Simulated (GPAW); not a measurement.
Nb:

```
CELL_PARAMETERS angstrom
-1.66395 1.66395 1.66395
1.66395 -1.66395 1.66395
1.66395 1.66395 -1.66395
ATOMIC_POSITIONS crystal
Nb 0.00000 0.00000 0.00000
```

| Quantity | Value |
| --- | --- |
| Program | GPAW 26.7.0 |
| Task | relaxation of cell and atoms |
| Functional | RPBE |
| Dispersion | D4 |
| Potentials or basis | the program's PAW data sets (release 1.2.1) made for this functional |
| Cutoff | 600 eV |
| Basis | pw |
| k mesh | 11 × 11 × 11 |
| Occupations | fermi-dirac, width 0.05 eV |
| Spin | no spin polarisation |

At the start: pressure -4.6 GPa; volume 18.43 Å³/atom.

Q: How do energy, volume and symmetry change on relaxing?

A: Over 12 steps the energy falls by 7.0 meV/atom and the volume is 17.94 Å³/atom (-2.7 %); space group Im-3m (No. 229, to 0.05 Å).

Step by step:
```csv
step,energy change (eV),largest force (eV/Å),pressure (GPa),volume (Å³)
1,0.0000,0.0000,-4.58,18.43
2,-0.0058,0.0000,-2.03,18.14
3,-0.0057,0.0000,1.86,17.73
4,-0.0060,0.0000,1.59,17.76
5,-0.0065,0.0000,1.08,17.81
6,-0.0069,0.0000,0.43,17.88
7,-0.0069,0.0000,-0.28,17.95
8,-0.0069,0.0000,-0.27,17.95
9,-0.0069,0.0000,-0.25,17.95
10,-0.0069,0.0000,-0.22,17.95
11,-0.0070,0.0000,-0.18,17.94
12,-0.0070,0.0000,-0.14,17.94
```

Final structure:
```cif
data_structure
_symmetry_space_group_name_H-M 'P 1'
_symmetry_Int_Tables_number 1
_cell_length_a 2.8562
_cell_length_b 2.8562
_cell_length_c 2.8562
_cell_angle_alpha 109.471
_cell_angle_beta 109.471
_cell_angle_gamma 109.471
_cell_volume 17.94
loop_
_atom_site_label
_atom_site_type_symbol
_atom_site_fract_x
_atom_site_fract_y
_atom_site_fract_z
_atom_site_occupancy
Nb1 Nb 0.00000 0.00000 0.00000 1
```

Caveat: later steps reuse the first step's grids; pairwise dispersion overbinds metals, which lowers pressure and volume.
